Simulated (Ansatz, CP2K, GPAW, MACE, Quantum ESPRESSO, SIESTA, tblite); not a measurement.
## Finding the fault: Quantum ESPRESSO, generalised stacking fault on (110) of a LiCl-LiBr solid solution (56 atoms)

Program: Quantum ESPRESSO 7.5, a calculation on a cell of 28 Li, 10 Br and 18 Cl, 18.4 Å³ an atom.

Input file pw.in:

```
&control
  calculation = 'scf'
  pseudo_dir = './pseudo'
  outdir = './tmp'
  disk_io = 'none'
  tprnfor = .true.
  tstress = .true.
/
&system
  ibrav = 0
  nat = 56
  ntyp = 3
  ecutwf = 45
  ecutrho = 360
  nosym = .true.
  occupations = 'smearing'
  smearing = 'fd'
  degauss = 0.003675
/
&electrons
  conv_thr = 2.8e-07
  electron_maxstep = 50
  mixing_beta = 0.2
  mixing_mode = 'local-TF'
  diagonalization = 'david'
/
ATOMIC_SPECIES
Li 6.940 Li.upf
Br 79.904 Br.upf
Cl 35.450 Cl.upf
CELL_PARAMETERS angstrom
7.44767 0.00000 0.00000
0.00000 5.26630 0.00000
2.17226 0.00000 26.26686
ATOMIC_POSITIONS crystal
Li 0.71914 0.00417 0.99294
Br 0.72715 0.00088 0.07141
Li 0.95570 0.99826 0.14243
Cl 0.69147 0.00119 0.21261
Li 0.91973 0.00003 0.28310
Cl 0.64037 0.99698 0.35533
Li 0.87395 0.00222 0.42497
Cl 0.60624 0.00088 0.49655
Li 0.83965 0.00010 0.56585
Cl 0.56851 0.00285 0.63661
[... 42 atom lines left out ...]
Li 0.51986 0.49627 0.78006
Br 0.25106 0.49941 0.84928
Li 0.47975 0.49365 0.92016
Br 0.20739 0.50397 0.99255
K_POINTS gamma
```

Run with:

```console
OMP_NUM_THREADS=1 mpirun -np 2 pw.x -in pw.in > output.txt
```

Log:

```text
Program PWSCF
 %%%%%%%%%%%%%%%%%%%%%%%%%%%%%%%%%%%%%%%%%%%%%%%%%%%%%%%%%%%%%%%%%%%%%%%%%%%%%%
     Error in routine  read_namelists (1):
      bad line in namelist &system: "  ecutwf = 45" (error could be in the previous line)
 %%%%%%%%%%%%%%%%%%%%%%%%%%%%%%%%%%%%%%%%%%%%%%%%%%%%%%%%%%%%%%%%%%%%%%%%%%%%%%
```

It took 0.75 s on 2 MPI ranks of Arm Neoverse V1, shared host; peak memory 0.21 GiB.

Banners, paths, timers and routine set-up lines are dropped from the logs unmarked, and long logs keep their key lines alone; longer cuts are marked.

**Question.** Which part of the input is at fault, and how is it mended?

A misspelt keyword: ecutwfc written as ecutwf. Mend: write ecutwfc in place of ecutwf.

The program stopped at the start.

[Also dropped from logs without a mark: logging warnings of Python, and SIESTA's first energy breakdown and zero terms.]

[Logs are printed without paths, hosts, clocks, repeated set-up lines and the standing remarks that a program may print on its own settings, such as how far it seeks lower states.]

[Hosts, paths, dates, database ids (printed as entryN), source tags and the programs' standing remarks are cut or masked in the printed files.]
